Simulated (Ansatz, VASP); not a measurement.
# One calculation of SnSe, two programs

```
Sn Se
1.0
     5.17335    0.00000    0.00000
     0.00000    5.17335    0.00000
     0.00000    0.00000    4.42562
Sn Se
2 2
Direct
  0.00000 0.50000 0.28778
  0.50000 0.00000 0.71222
  0.00000 0.00000 0.00000
  0.50000 0.50000 0.00000
```

Alike in both runs: task relaxation of cell and atoms; functional PBE; k mesh 8 × 8 × 8; occupations gaussian, width 0.02 eV; no spin polarisation.

|  | VASP | Ansatz |
| --- | --- | --- |
| version | VASP 6.6.1 | Ansatz 0.2.0 |
| potentials or method | VASP PAW PBE potentials, release 64 (Sn_d, Se) | scalar-relativistic, plane waves, PAW |
| plane-wave cutoff (eV) | 600 | 420 |
| valence electrons in the cell | 40 | 60 |

|  | VASP | Ansatz | Ansatz less VASP |
| --- | --- | --- | --- |
| gap on the k mesh at the Fermi level, each at its own relaxed structure (eV) | 0.44 | 0.41 | -0.030 |
| relaxed volume (Å³/atom) | 29.66 | 29.57 | -0.081 |
| relaxed cell length with the largest relative difference (Å) | 5.176 | 5.169 | -0.0067 |

The two sets of potentials don't hold the same shells in valence.

Caveats: spin-orbit coupling is left out, which moves the levels of the heavy elements.
